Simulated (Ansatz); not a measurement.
Hf:

```
Hf
1.0
     0.00000    2.22000    2.22000
     2.22000    0.00000    2.22000
     2.22000    2.22000    0.00000
Hf
1
Direct
  0.00000 0.00000 0.00000
```

This isn't the form of Hf at room conditions, which is hcp.

| Item | Value |
| --- | --- |
| Program | Ansatz 0.2.0 |
| Task | relaxation of cell and atoms |
| Functional | PBEsol |
| Dispersion | D4 |
| Potentials or basis | SPMS NC |
| Cutoff | 408 eV |
| Density cutoff | 1633 eV |
| k mesh | 10 × 10 × 10 |
| Occupations | gaussian, width 0.01 eV |
| Spin | no spin polarisation |

At the start: volume 21.88 Å³/atom.

Task: How do energy, volume and symmetry change on relaxing?

Result: Over 3 steps the energy falls by 2.8 meV/atom and the volume is 21.48 Å³/atom (-1.9 %); space group Fm-3m (No. 225, to 0.05 Å).

Step by step:
| step | energy change (eV) | largest force (eV/Å) | volume (Å³) |
| --- | --- | --- | --- |
| 1 | 0.0000 | 0.0000 | 21.88 |
| 2 | -0.0031 | 0.0000 | 21.48 |
| 3 | -0.0028 | 0.0000 | 21.48 |

Final structure:
```
Hf
1.0
     0.00000    2.20621    2.20621
     2.20621    0.00000    2.20621
     2.20621    2.20621    0.00000
Hf
1
Direct
  0.00000 0.00000 0.00000
```

Caveat: pairwise dispersion overbinds metals, which lowers pressure and volume.
